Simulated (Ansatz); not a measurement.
**Strain response of BN**

All numbers below come from DFT PBE+D3(BJ), scalar-relativistic, plane waves, PAW (Ansatz 0.2.0). (420 eV cutoff, 12×12×4 k-mesh, Gaussian smearing of 0.02 eV, no spin polarisation)

Starting point, cell and atoms relaxed:

```
CELL_PARAMETERS angstrom
2.50611 0.00000 0.00000
-1.25306 2.17036 0.00000
0.00000 0.00000 9.88465
ATOMIC_POSITIONS crystal
B 0.00000 0.00000 0.00030
B 0.66667 0.33333 0.33364
B 0.33333 0.66667 0.66697
N 0.66667 0.33333 0.00060
N 0.33333 0.66667 0.33393
N 0.00000 0.00000 0.66726
```

Deformation: shear that moves c along a by the strain times its height over the a-b plane, the cell held and the atoms relaxed, all within the symmetry that the strain leaves. Energies are extrapolated to zero smearing. Stress is positive in compression, on the Cartesian axes of the cell above. Gaps are Kohn–Sham gaps over the whole zone.

| strain (%) | ΔE (meV/atom) | a (Å) | b (Å) | c (Å) | σxx (GPa) | σyy (GPa) | σzz (GPa) | σyz (GPa) | σxz (GPa) | σxy (GPa) | gap (eV) |
| --- | --- | --- | --- | --- | --- | --- | --- | --- | --- | --- | --- |
| +0.0 | 0.0 | 2.506 | 2.506 | 9.885 | 0.00 | 0.00 | -0.02 | 0.00 | 0.00 | 0.00 | 4.16 |
| +2.0 | 0.0 | 2.506 | 2.506 | 9.887 | -0.01 | 0.00 | -0.01 | 0.01 | -0.10 | -0.06 | 4.06 |
| +4.0 | 0.2 | 2.506 | 2.506 | 9.893 | -0.02 | 0.00 | 0.03 | 0.03 | -0.20 | -0.13 | 3.97 |
| +6.0 | 0.5 | 2.506 | 2.506 | 9.902 | -0.04 | -0.01 | 0.08 | 0.07 | -0.30 | -0.19 | 3.88 |
| +8.0 | 0.9 | 2.506 | 2.506 | 9.916 | -0.07 | -0.02 | 0.16 | 0.13 | -0.38 | -0.24 | 3.79 |
| +12.0 | 1.9 | 2.506 | 2.506 | 9.956 | -0.15 | -0.04 | 0.35 | 0.28 | -0.52 | -0.33 | 3.64 |

This form isn't the usual stable structure of the compound.